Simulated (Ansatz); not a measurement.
Ta under compression and expansion

Space group Pm-3m (No. 221). a = 2.742 Å, b = 2.742 Å, c = 2.742 Å, α = 90.00°, β = 90.00°, γ = 90.00°
```json
{"atom": "Ta", "site": "1a", "symmetry": "m-3m", "x": "0.0000", "y": "0.0000", "z": "0.0000"}
```

The runs use the primitive cell with vectors (2.742, 0.000, 0.000), (0.000, 2.742, 0.000), (0.000, 0.000, 2.742) Å, to which the k mesh refers.

The structure comes from a relaxation in the same program, started in the sc type, and has space group Pm-3m. Whether it is a known phase or the ground state wasn't checked.

Spin polarisation is left out, and whether a magnetic state lies lower isn't shown here.

Spin–orbit coupling is left out, though it moves levels of the heavy atoms by tenths of an eV or more.

Levels of theory: DFT, PBE, all-electron LAPW, scalar-relativistic (Ansatz 0.2.0); DFT, PBE, PAW with Ansatz's default frozen-core files, scalar-relativistic (Ansatz 0.2.0).

For LAPW: a Γ-centred 13×13×13 k mesh, Fermi–Dirac smearing of 0.03 eV, basis error target 0.5 meV/atom, no spin polarisation. PAW takes a cutoff of 420 eV at this cell. The Ansatz runs share mesh, smearing and spin set-up. Plane-wave (PAW) pressures include the program's estimate of the Pulay term.

The cell above is scaled evenly, with fractional coordinates and shape held.

Question: Estimate the equilibrium volume and bulk modulus that all-electron LAPW gives for this fixed shape.

Answer: V0 = 20.60 Å³/atom, B0 = 143 GPa, B0′ = 3.8, from a third-order Birch–Murnaghan fit to these pressures:
```json
{"V/V(cell)": "0.9600", "V (Å³/atom)": "19.785", "P, LAPW (GPa)": "6.18", "P, PAW (GPa)": "6.30"}
{"V/V(cell)": "0.9800", "V (Å³/atom)": "20.198", "P, LAPW (GPa)": "2.89", "P, PAW (GPa)": "2.98"}
{"V/V(cell)": "1.0000", "V (Å³/atom)": "20.610", "P, LAPW (GPa)": "-0.09", "P, PAW (GPa)": "-0.02"}
{"V/V(cell)": "1.0200", "V (Å³/atom)": "21.022", "P, LAPW (GPa)": "-2.81", "P, PAW (GPa)": "-2.76"}
{"V/V(cell)": "1.0400", "V (Å³/atom)": "21.434", "P, LAPW (GPa)": "-5.28", "P, PAW (GPa)": "-5.25"}
```

PAW's V0 lies 0.05 % from the all-electron value and its B0 0.6 %. Symmetry fixes shape and coordinates here, so this is the relaxed modulus.
